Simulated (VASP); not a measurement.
Set up this calculation in VASP 6.6.1, as the native input.

```
Task                   : dielectric tensor
Functional             : PBE
Potentials or basis    : VASP PAW PBE potentials, release 64 (Ti_sv, Pb_d, O)
Cutoff                 : 600 eV
k mesh                 : 10 × 10 × 8
Occupations            : gaussian, width 0.03 eV
Spin                   : no spin polarisation
Monkhorst-Pack mesh    : yes
Further INCAR settings : ALGO = Normal; EDIFF = 1e-08
```

The structure of TiPbO3 lies in POSCAR:

```
TiPbO3                                  
1.0
    3.8420815350      0.0000000000      0.0000000000
    0.0000000000      3.8420815350      0.0000000000
    0.0000000000     -0.0000000000      4.7470658208
  Ti              Pb              O             
     1     1     3
Direct
     0.5000000000000000    0.5000000000000000    0.5171889986550038
     0.0000000000000000    1.0000000000000000    0.9605109360464136
     0.5000000000000000    0.5000000000000000    0.1490953216328237
     0.5000000000000000    0.0000000000000000    0.6272023718328830
     0.0000000000000000    0.5000000000000000    0.6272023718328830
```

These files were run (other wordings do the same):

INCAR

```
SYSTEM = TiPbO3
  PREC = Accurate
  ENCUT = 600
  EDIFF = 1E-8
  ISMEAR = 0
  SIGMA = 0.03
  LREAL = .False.
  LASPH = .True.
  NELM = 80
  ALGO = Normal
  ISIF = 2
  LWAVE = .False.
  LCHARG = .False.
  GGA = PE
  LEPSILON = .True.
  KPAR = 2
```

KPOINTS

```
regular mesh
0
Monkhorst
  10 10 8
  0 0 0
```

Potentials or basis: VASP PAW PBE potentials, release 64 (Ti_sv, Pb_d, O).

Run with:

```sh
$ cat potpaw_PBE.64/Ti_sv/POTCAR potpaw_PBE.64/Pb_d/POTCAR potpaw_PBE.64/O/POTCAR > POTCAR
$ mpirun -np 2 vasp_std > vasp.out
```

Results of the run:

```yaml
Electronic_dielectric_tensor_diagonal: 6.28, 6.28, 5.95
Born_charges_mean_of_the_diagonal: Ti +5.14; Pb +3.43; O -2.51, -3.03 e
```

Run time: 44 min on 2 MPI ranks on Intel(R) Xeon(R) Platinum 8259CL CPU @ 2.50GHz (Skylake/Cascade Lake) (shared host), peak memory 1 GiB a rank.
